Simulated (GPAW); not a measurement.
Write an ASE script for GPAW 26.7.0 that does the following.

```yaml
Task: single point
Functional: PBE
Potentials_or_basis: GPAW PAW data sets (gpaw-data 1.2.1)
Cutoff: 800 eV
Basis: pw
k_mesh: 11 × 11 × 11
Occupations: gaussian, width 0.027 eV
Spin: collinear spin, ferromagnetic start
Starting_moments: "[1.0, 0.0] μB"
Maxiter: 150
```

The structure of NiO lies in NiO.xyz:

```xyz
2
Lattice="0.0000000000 2.0859016414 2.0859016414 2.0859016414 0.0000000000 2.0859016414 2.0859016414 2.0859016414 0.0000000000" Properties=species:S:1:pos:R:3 pbc="T T T"
Ni     0.0000000000      0.0000000000      0.0000000000
O      2.0859016414      2.0859016414      2.0859016414
```

One way to write it, as run:

run.py

```python
from ase.dft.bandgap import bandgap
from ase.io import read, write
from ase.units import GPa
from gpaw import GPAW, PW

atoms = read('NiO.xyz')
atoms.set_initial_magnetic_moments([1.0, 0.0])

calc = GPAW(mode=PW(800),
            xc='PBE',
            kpts={'size': (11, 11, 11), 'gamma': True},
            occupations={'name': 'methfessel-paxton', 'order': 0, 'width': 0.027000000000000003},
            nbands=22,
            convergence={'density': 1e-05, 'energy': 1e-05},
            maxiter=150,
            txt='gpaw.txt')
atoms.calc = calc
energy = atoms.get_potential_energy()
forces = atoms.get_forces()
stress = atoms.get_stress()
calc.write('gs.gpw')
write('result.traj', atoms)
print(f'Energy: {energy:.6f} eV')
print('Forces (eV/A):')
print(forces.round(4))
print('Stress (GPa):', (stress / GPa).round(3))
print('Moments:', calc.get_magnetic_moments().round(3))
print('Fermi level:', round(calc.get_fermi_level(), 4), 'eV')
print(f'Gap: {bandgap(calc)[0]:.4f} eV, direct: {bandgap(calc, direct=True)[0]:.4f} eV')
```

Potentials or basis: GPAW PAW data sets (gpaw-data 1.2.1), pw.

Run with:

```bash
$ OMP_NUM_THREADS=1 python run.py
```

It gave:

```json
{
  "Pressure": "10.2 GPa",
  "Band gap on the k mesh": "none (metal or under the smearing width)",
  "Net moment": "1.78 μB per cell",
  "Site moments": "Ni +1.48; O +0.21 μB"
}
```

Caveat: the stock nickel data set gives pressures a few GPa off other programs; a cell with one magnetic atom can't hold antiferromagnetic order, which such compounds often take; semilocal functionals often make such compounds metallic where correlation or magnetic order opens a gap, which also shifts bond lengths.

Run time: 80 s on 1 thread of Arm Neoverse V1, on a shared host, peak memory 0.19 GiB.
